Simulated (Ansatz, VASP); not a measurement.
**BaS in VASP and in Ansatz**

```
Ba S
1.0
     0.00000    3.20051    3.20051
     3.20051    0.00000    3.20051
     3.20051    3.20051    0.00000
Ba S
1 1
Direct
  0.50000 0.50000 0.50000
  0.00000 0.00000 0.00000
```

Alike in both runs: task single point; functional revPBE; dispersion D3(BJ); k mesh 6 × 6 × 6; occupations gaussian, width 0.05 eV; no spin polarisation.

```csv
,VASP,Ansatz
version,VASP 6.6.1,Ansatz 0.2.0
potentials or method,"VASP PAW PBE potentials, release 64 (Ba_sv, S)","scalar-relativistic, plane waves, PAW"
plane-wave cutoff (eV),520,420
valence electrons in the cell,16,16
```

Ansatz gave:

| Quantity | Value |
| --- | --- |
| gap on the k mesh at the Fermi level (eV) | 2.33 |
| least direct gap on the mesh (eV) | 2.43 |
| pressure (GPa) | -0.8 |
| dispersion energy (meV/atom) | -484.2 |

Task: What did VASP give for the same quantities?

Result: gap on the k mesh at the Fermi level (eV): 2.23; least direct gap on the mesh (eV): 2.36; pressure (GPa): -0.2; dispersion energy (meV/atom): -484.1.

Caveats: the PAW data sets were made with another functional, which shifts forces and pressure a little (VASP); spin-orbit coupling is left out, which moves the levels of the heavy elements. A k mesh can miss the band edges.
